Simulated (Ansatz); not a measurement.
## NaCl (wurtzite) under strain

Wurtzite NaCl (no longer in that coordination), relaxed with r2SCAN in Ansatz 0.2.0. It is hexagonal, P6_3/mmc (No. 194); a = 4.721 Å, c = 5.569 Å in the conventional setting, 26.88 Å³ an atom. Na is surrounded by 5 Cl at 2.73–2.78 Å; Cl is surrounded by 5 Na at 2.73–2.78 Å. The cell started from the wurtzite prototype, but the relaxation took it to the higher symmetry P6_3/mmc (No. 194), so the name no longer describes it.

The axes x, y and z are those of this cell:
```
CELL_PARAMETERS angstrom
4.72108 0.00000 0.00000
-2.36054 4.08857 0.00000
0.00000 0.00000 5.56948
ATOMIC_POSITIONS crystal
Na 0.33333 0.66667 0.93750
Na 0.66667 0.33333 0.43750
Cl 0.33333 0.66667 0.43750
Cl 0.66667 0.33333 0.93750
```

Unstrained: The PBE gap is direct at Γ: 4.837 eV. r2SCAN gives a direct gap of 5.461 eV at Γ. The HSE06 gap is direct at Γ: 6.133 eV. Meshes: PBE 6×6×6, r2SCAN 6×6×6, HSE06 6×6×4. Strains are changes of length per length. After each strain the atoms were relaxed again with r2SCAN within the symmetry that the strain leaves, so tilts or polar shifts that break it weren't tested; points keep the names that they have in the unstrained zone. These are computed values for a spin-unpolarised cell that may be hypothetical; none is a measurement.

Changes of the least gap in eV (an overlap counts as a negative gap):
```json
{"strain": "uniaxial +1.0 % along z", "volume change (%)": "+1.0", "space group": "P6_3/mmc", "PBE": "-0.033", "r2SCAN": "-0.030", "HSE06": "-0.034", "energy rise, r2SCAN (meV/atom)": "0.4"}
{"strain": "epitaxial +4.0 % in the xy plane, free normal strain -1.35 %", "volume change (%)": "+6.7", "space group": "P6_3/mmc", "PBE": "-0.081", "r2SCAN": "-0.077", "HSE06": "-0.087", "energy rise, r2SCAN (meV/atom)": "10.6"}
{"strain": "epitaxial +1.5 % in the xy plane, free normal strain -0.48 %", "volume change (%)": "+2.5", "space group": "P6_3/mmc", "PBE": "-0.035", "r2SCAN": "-0.034", "HSE06": "-0.037", "energy rise, r2SCAN (meV/atom)": "1.7"}
{"strain": "uniaxial +2.5 % along x", "volume change (%)": "+2.5", "space group": "Cmcm", "PBE": "-0.043", "r2SCAN": "-0.041", "HSE06": "-0.046", "energy rise, r2SCAN (meV/atom)": "1.3"}
```

Uniaxial +1.0 % along z, other directions held. HSE06: the gap goes from 6.133 to 6.099 eV (-0.034 eV). Stress change with r2SCAN, compression positive: xx -0.10, yy -0.10, zz -0.49 GPa.

Epitaxial +4.0 % in the xy plane, free normal strain -1.35 %. HSE06: the gap goes from 6.133 to 6.046 eV (-0.087 eV). Stress change with r2SCAN, compression positive: xx -1.43, yy -1.43, zz -0.03 GPa.

Epitaxial +1.5 % in the xy plane, free normal strain -0.48 %. HSE06: the gap goes from 6.133 to 6.096 eV (-0.037 eV). Stress change with r2SCAN, compression positive: xx -0.64, yy -0.64, zz -0.04 GPa.

Uniaxial +2.5 % along x, other directions held. HSE06: the gap goes from 6.133 to 6.087 eV (-0.046 eV). Stress change with r2SCAN, compression positive: xx -0.64, yy -0.53, zz -0.24 GPa.

The meshes of the hybrids are coarse, so their gaps aren't converged to the digits shown.
